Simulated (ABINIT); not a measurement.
Crystal: Br.

```xyz
1
Lattice="-1.4235 1.4235 3.5775 1.4235 -1.4235 3.5775 1.4235 1.4235 -3.5775" Properties=species:S:1:pos:R:3 pbc="T T T"
Br    0.0000    0.0000    0.0000
```

- Program: ABINIT 10.8.3 (patched build)
- Task: relaxation of cell and atoms
- Functional: LDA-Teter
- Potentials or basis: JTH PAW LDA v2.0
- Cutoff: 408 eV
- k mesh: 10 × 10 × 10
- Occupations: fermi-dirac, width 0.05 eV
- Spin: no spin polarisation

At the start: pressure -2.6 GPa; volume 29.00 Å³/atom.

**Question.** How do energy, volume and symmetry change on relaxing?

**Answer.** Over 10 steps the energy falls by 19.3 meV/atom and the volume is 26.11 Å³/atom (-9.9 %); space group I4/mmm (No. 139, to 0.05 Å).

Step by step:
```tsv
step	energy change (eV)	largest force (eV/Å)	pressure (GPa)	volume (Å³)
1	0.0000	0.0000	-2.60	29.00
2	-0.0041	0.0000	-2.26	28.77
3	-0.0141	0.0000	0.05	27.47
4	-0.0144	0.0000	-0.23	27.58
5	-0.0146	0.0000	-0.34	27.58
6	-0.0161	0.0000	-0.69	27.41
7	-0.0177	0.0000	-0.79	26.95
8	-0.0188	0.0000	-0.51	26.35
9	-0.0192	0.0000	-0.14	26.12
10	-0.0193	0.0000	0.00	26.11
```

Final structure:
```xyz
1
Lattice="-1.3947 1.3947 3.3560 1.3947 -1.3947 3.3560 1.3947 1.3947 -3.3560" Properties=species:S:1:pos:R:3 pbc="T T T"
Br    0.0000    0.0000    0.0000
```

Caveat: an odd number of electrons without spin polarisation forces a metal; a magnetic or distorted state may lie lower.
